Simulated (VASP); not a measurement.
A run of VASP 6.6.1 is set up as follows.

The input INCAR:

```
PREC = Accurate
ENCUT = 520
EDIFF = 1E-6
ISMEAR = -1
SIGMA = 0.02
LREAL = Auto
LASPH = True
NELM = 100
ALGO = Fast
ISIF = 2
LWAVE = False
LCHARG = False
GGA = PE
IVDW = 12
NBANDS = 57
```

File KPOINTS:

```
regular mesh
0
Gamma
  2 2 1
```

POSCAR

```
H4C19
1.0
    7.3980000000      0.0000000000      0.0000000000
   -3.6990000000      6.4068560000      0.0000000000
    0.0000000000      0.0000000000     11.0000000000
C H
19 4
Direct
   -0.0070974134     -0.0024348916      0.0742636364
    0.2259568561      0.1046847315      0.0779545455
    0.0041520560      0.3378256043      0.0634000000
    0.2173714489      0.4435560905      0.0547090909
   -0.0056875470      0.6704848681      0.0605909091
    0.2213972178      0.7801018159      0.0766727273
    0.3307107831      0.0022163757      0.0842090909
    0.5592615949      0.1088989670      0.0592000000
    0.3265486502      0.3341732669      0.0491090909
    0.5569670133      0.4495652782      0.0405545455
    0.3417682150      0.6778051512      0.0700272727
    0.5516586825      0.7805544560      0.0660545455
    0.6753716631      0.0082723882      0.0658000000
    0.8930363031      0.1158914763      0.0648909091
    0.6664565598      0.3370764069      0.0522636364
    0.8871442918      0.4388736066      0.0668545455
    0.6612193268      0.6691269478      0.0493181818
    0.8878309103      0.7757158894      0.0530545455
    0.0826289241      0.7140007517      0.3861000000
    0.1201975574      0.8229309352      0.3074909091
   -0.0844250520      0.6072245107      0.4073454545
    0.1887960734      0.6344453504      0.3651272727
    0.1497357838      0.7866572934      0.4759363636
```

Potentials or basis: VASP PAW PBE potentials, release 64 (C, H).

Command:

```console
$ cat potpaw_PBE.64/C/POTCAR potpaw_PBE.64/H/POTCAR > POTCAR
$ mpirun -np 1 vasp_std > vasp.out
```

(1) What does it give for the dispersion energy per atom?

(2) Estimate the band gap on the k mesh.

(3) Estimate the largest force.

Answers

(1) -0.077 eV.

(2) 0.21 eV, direct.

(3) 6.287 eV/Å.

Caveat: the k mesh is coarse (spacing up to 0.49 Å⁻¹), so the values aren't converged.
